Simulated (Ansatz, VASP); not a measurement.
## Cu in VASP and in Ansatz

```
Cu
1.0
     2.50366    0.00000    0.00000
    -1.25183    2.16823    0.00000
     0.00000    0.00000   24.57559
Cu
6
Cartesian
  0.0000 1.4455 17.4581
  1.2518 0.7227 13.3202
  0.0000 0.0000 15.3901
  0.0000 1.4455 11.2554
  1.2518 0.7227 7.1174
  0.0000 0.0000 9.1855
```

Alike in both runs: functional LDA; k mesh 12 × 12 × 2; occupations fermi-dirac, width 0.05 eV; no spin polarisation.

```csv
,VASP,Ansatz
version,VASP 6.6.1,Ansatz 0.2.0
potentials or method,"VASP PAW LDA potentials, release 64 (Cu), cutoff 520 eV","all-electron LAPW, scalar-relativistic"
task,single point,band structure
```

```csv
,VASP,Ansatz,Ansatz less VASP
gap on the k mesh at the Fermi level (eV),none,none,-
rms of the force components (eV/Å),0.096,0.104,+0.0077
```

Atom by atom the forces differ by 0.008 eV/Å (rms over components). A gap of «none» marks a metal or a gap that the smearing closes. Ansatz ran all-electron here, so the differences hold the error of VASP's frozen core and of both bases.
